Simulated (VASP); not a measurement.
Results of a VASP single-point calculation on MoS2 (strained 2H (MoS2) bulk)

POSCAR

```
Mo S
 1.0000000000000000
     3.1730199293068684    0.0000000000288675    0.0000000000000000
    -1.5865099646784344    2.7479158654796181    0.0000000000000000
     0.0000000000000000    0.0000000000000000   12.6846138784000004
 Mo  S
   2   4
Cartesian
 -0.0000000000166666  1.8319439103293675  3.1711534695999997
  1.5865099646451011  0.9159719551791173  9.5134604087999985
  1.5865099646451011  0.9159719551791173  4.7284455967766217
  1.5865099646451011  0.9159719551791173  1.6138613424233779
 -0.0000000000166666  1.8319439103293675 11.0707525359766201
 -0.0000000000166666  1.8319439103293675  7.9561682816233761
```

```yaml
gap_between_bands_v_and_c: 1.04 eV
least_direct_gap: 1.65 eV
largest_force: 0.10 eV/Å
```

Band v is the last that the valence electrons fill when counted band by band, and c is the next. Levels in eV from the top of v:

```tsv
point	v−1	v	c	c+1
Γ	-0.99	0.00	2.19	2.19
M	-1.28	-1.19	1.68	1.71
K	-0.66	-0.54	1.11	1.11
A	-0.27	-0.27	2.20	2.20
L	-1.23	-1.23	1.70	1.70
H	-0.61	-0.61	1.11	1.11
```

Problem. Which of these levels of theory gave these results?
A. PBE
B. LDA
C. PBE0
D. r²SCAN
E. HSE06
F. PBE with spin–orbit coupling
G. PBEsol

Solution. A.

The INCAR was:

```
IBRION = -1
LWAVE = .FALSE.
NELM = 120
ISIF = 2
ISMEAR = -1
LCHARG = .TRUE.
GGA = PE
EDIFF = 1E-7
NBANDS = 35
LELF = .TRUE.
NSW = 0
LASPH = .TRUE.
LREAL = .FALSE.
SIGMA = 0.02
ENCUT = 520
PREC = Accurate
```
